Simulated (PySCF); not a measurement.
C4H10O: calculation and literature

Cartesian coordinates in Å; atom numbers follow the order of the lines, from 1:
```xyz
15

C    -1.165   -0.819    0.229
C     0.081    0.056    0.222
C    -0.103    1.246   -0.710
C     1.303   -0.751   -0.172
O     0.349    0.519    1.545
H    -2.040   -0.243    0.545
H    -1.373   -1.221   -0.766
H    -1.035   -1.654    0.921
H    -0.970    1.843   -0.408
H     0.781    1.886   -0.683
H    -0.267    0.921   -1.740
H     1.182   -1.175   -1.171
H     1.461   -1.565    0.538
H     2.192   -0.116   -0.168
H    -0.400    1.047    1.833
```

Measured values that the calculation should reproduce: δ 13C C2 68.7; C1/C3/C4 30.7; δ 1H H6/H7/H8/H9/H10/H11/H12/H13/H14 1.16 ppm (measured; solution, CD3CN, 298 K; Fulmer et al., Organometallics 2010, 29, 2176).
δ 17O O5 67.6 ppm (measured; liquid, neat, 295 K; 17O NMR survey of organic solvents and oxofluorinated compounds, PMC5915748).
δ 13C C2 68.2; C1/C3/C4 30.5 ppm (measured; solution, C6D6, 298 K; Fulmer et al., Organometallics 2010, 29, 2176).
δ 13C C2 67.5; C1/C3/C4 30.6; δ 1H H6/H7/H8/H9/H10/H11/H12/H13/H14 1.15 ppm (measured; solution, THF-d8, 298 K; Fulmer et al., Organometallics 2010, 29, 2176). Coupling constants: 1J(C1,C2) 39.5 Hz.

Method: J couplings at B3LYP/pcJ-2 (without the spin–dipole term), σ from GIAO-KT3/pcSseg-2, PBE0-D3(BJ)/def2-TZVP structure, in PySCF 2.14 (no solvent model, one computed conformer, one averaged value for each set of equivalent atoms, non-relativistic).

Question: What does the calculation give, and how does it compare?

Answer: 
Reference values: measured (solution, CD3CN, 298 K; Fulmer et al., Organometallics 2010, 29, 2176).
```csv
atoms,quantity,reference,computed,"computed, scaled"
C2,δ 13C,68.7,73.5,72.4
C1/C3/C4,δ 13C,30.7,32.3,29.4
H6/H7/H8/H9/H10/H11/H12/H13/H14,δ 1H,1.16,1.18,1.19
```

Reference values: measured (liquid, neat, 295 K; 17O NMR survey of organic solvents and oxofluorinated compounds, PMC5915748).
```
atoms                 quantity  reference  computed  computed, scaled
   O5  δ 17O vs D2O (external)       67.6         –              52.3
```

Reference values: measured (solution, C6D6, 298 K; Fulmer et al., Organometallics 2010, 29, 2176).
```tsv
atoms	quantity	reference	computed	computed, scaled
C2	δ 13C	68.2	73.5	72.4
C1/C3/C4	δ 13C	30.5	32.3	29.4
```

Reference values: measured (solution, THF-d8, 298 K; Fulmer et al., Organometallics 2010, 29, 2176).
```json
{"atoms": "C2", "quantity": "δ 13C", "reference": "67.5", "computed": "73.5", "computed, scaled": "72.4"}
{"atoms": "C1/C3/C4", "quantity": "δ 13C", "reference": "30.6", "computed": "32.3", "computed, scaled": "29.4"}
{"atoms": "H6/H7/H8/H9/H10/H11/H12/H13/H14", "quantity": "δ 1H", "reference": "1.15", "computed": "1.18", "computed, scaled": "1.19"}
```

Computed shifts are σ(ref) − σ with the named reference compound (TMS for H and C) calculated as an isolated molecule at the same level. The measured values may be among those fitted. Empirical linear scaling, fitted to shifts measured mostly in CDCl3 for H and C (δ vs TMS): 1H (scatter 0.14 ppm rms, 0.16 ppm with the 4 outliers that the fit left out); 13C (scatter 3.0 ppm rms, 3.0 ppm with the 1 outlier that the fit left out); 17O (scatter 13.6 ppm rms, 14.9 ppm with the 1 outlier that the fit left out vs liquid water, solution or neat liquid). A few per cent of atoms miss by over 2 rms, more outside the fitted compound classes. H not on carbon is unscaled (vs computed TMS).

Coupling constants in Hz:
| coupling | reference | computed | source |
| --- | --- | --- | --- |
| 1J(C1,C2) | 39.5 | 37.7 | measured; liquid or solution; F. J. Weigert, PhD thesis, Caltech 1968 (Carbon-13 magnetic resonance spectroscopy) |

Question: How far are the unscaled 13C shifts from the references?

Answer: Mean signed difference +3.53 ppm, mean absolute 3.53 ppm over 6 comparisons; the largest is +6.0 ppm at C2 (fully substituted sp3 carbon bonded to O).

Question: How far are the unscaled 1H shifts from the references?

Answer: Mean signed difference +0.03 ppm, mean absolute 0.03 ppm over 2 comparisons; the largest is +0.03 ppm at H6/H7/H8/H9/H10/H11/H12/H13/H14 (hydrogen on a methyl carbon).

10 of the 48 published NMR values on file for this molecule are compared. The rest: values from further sources, exchangeable protons in solution, protons in aromatic solvents.
